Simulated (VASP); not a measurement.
These are PBE GGA, VASP's PBE PAW potentials (set 64) (plane waves; VASP) values and carry that method's errors.

VASP input:

INCAR:
```
SYSTEM  =  AlSb
PREC  =  Accurate; ENCUT  =  400; LREAL  =  .False.
LASPH  =  .True.; ICHARG  =  11
EDIFF  =  1E-7; NELM  =  100; ALGO  =  Normal
LMAXMIX  =  4
ISMEAR  =  0; SIGMA  =  0.05
GGA  =  PE
LWAVE  =  .False.; LCHARG  =  .False.; LORBIT  =  11
```

File KPOINTS:
```
k-points along high-symmetry lines
15
Line-mode
Reciprocal
  0.000000   0.000000   0.000000 ! GAMMA
 -0.500000  -0.500000   0.000000 ! X

 -0.500000  -0.500000   0.000000 ! X
 -0.375000  -0.375000   0.250000 ! U

 -0.375000  -0.000000   0.375000 ! K
  0.000000   0.000000   0.000000 ! GAMMA

  0.000000   0.000000   0.000000 ! GAMMA
 -0.000000  -0.000000   0.500000 ! L

 -0.000000  -0.000000   0.500000 ! L
 -0.500000  -0.250000   0.250000 ! W

 -0.500000  -0.250000   0.250000 ! W
 -0.500000  -0.500000   0.000000 ! X
```

**POSCAR**
```
AlSb
1
    0.0000000000     3.1158353983     3.1158353983
    3.1158353983     0.0000000000     3.1158353983
    3.1158353983     3.1158353983     0.0000000000
Al Sb
1 1
Direct
  0.0000000000   0.0000000000   0.0000000000
  0.2500000000   0.2500000000   0.2500000000
```

POTCAR, in this order: Al Sb (PBE.64 set). Program: vasp_std. Read from the step before: CHGCAR.

The run wrote:

OSZICAR:
```
       N       E                     dE             d eps       ncg     rms          rms(c)
DAV:   1     0.128941703098E+02    0.12894E+02   -0.23625E+03  1448   0.564E+02
DAV:   2    -0.646604026945E+01   -0.19360E+02   -0.18485E+02  1944   0.763E+01
DAV:   3    -0.696225234037E+01   -0.49621E+00   -0.49621E+00  1968   0.146E+01
DAV:   4    -0.696521183716E+01   -0.29595E-02   -0.29595E-02  2168   0.133E+00
DAV:   5    -0.696523279759E+01   -0.20960E-04   -0.20961E-04  1920   0.870E-02
DAV:   6    -0.696523327908E+01   -0.48148E-06   -0.48148E-06  2176   0.116E-02
DAV:   7    -0.696523329491E+01   -0.15837E-07   -0.15837E-07  1952   0.164E-03
   1 F= -.69652333E+01 E0= -.69652333E+01  d E =-.569154E-14
```

OUTCAR:
```
 val. band max:        4.3767430095   @ k =   0.0000   0.0000   0.0000

 cond. band min:       5.5977160223   @ k =   0.0000   0.0000   0.5000



 k-point     1 :       0.0000    0.0000    0.0000
  band No.  band energies     occupation
      1      -6.0960      2.00000
      2       4.3767      2.00000
      3       4.3767      2.00000
      4       4.3767      2.00000
      5       5.6339      0.00000
      6       7.4525      0.00000
      7       7.4525      0.00000
      8       7.4525      0.00000

 k-point     2 :      -0.0357   -0.0357    0.0000
  band No.  band energies     occupation
      1      -6.0811      2.00000
      2       4.1567      2.00000
      3       4.3237      2.00000
      4       4.3237      2.00000
      5       5.8516      0.00000
      6       7.4028      0.00000
      7       7.5272      0.00000
      8       7.5272      0.00000

 k-point     3 :      -0.0714   -0.0714    0.0000
  band No.  band energies     occupation
      1      -6.0363      2.00000
      2       3.7085      2.00000
      3       4.1795      2.00000
      4       4.1795      2.00000
      5       6.2808      0.00000
      6       7.2759      0.00000
      7       7.7360      0.00000
      8       7.7360      0.00000

 k-point     4 :      -0.1071   -0.1071    0.0000
  band No.  band energies     occupation
      1      -5.9622      2.00000
      2       3.2037      2.00000
      3       3.9760      2.00000
      4       3.9760      2.00000
      5       6.6735      0.00000
      6       7.1627      0.00000
      7       8.0465      0.00000
      8       8.0465      0.00000

 k-point     5 :      -0.1429   -0.1429    0.0000
  band No.  band energies     occupation
      1      -5.8596      2.00000
      2       2.6883      2.00000
      3       3.7436      2.00000
      4       3.7436      2.00000
      5       6.7002      0.00000
      6       7.3328      0.00000
      7       8.4272      0.00000
      8       8.4272      0.00000
...
```

The density is held fixed in this step, so its total energy and stress have no physical meaning. Unless said otherwise, spin-orbit coupling is left out, though it shifts the bands of the heavy elements here.

The compound is AlSb in the zinc blende structure. It was relaxed first.
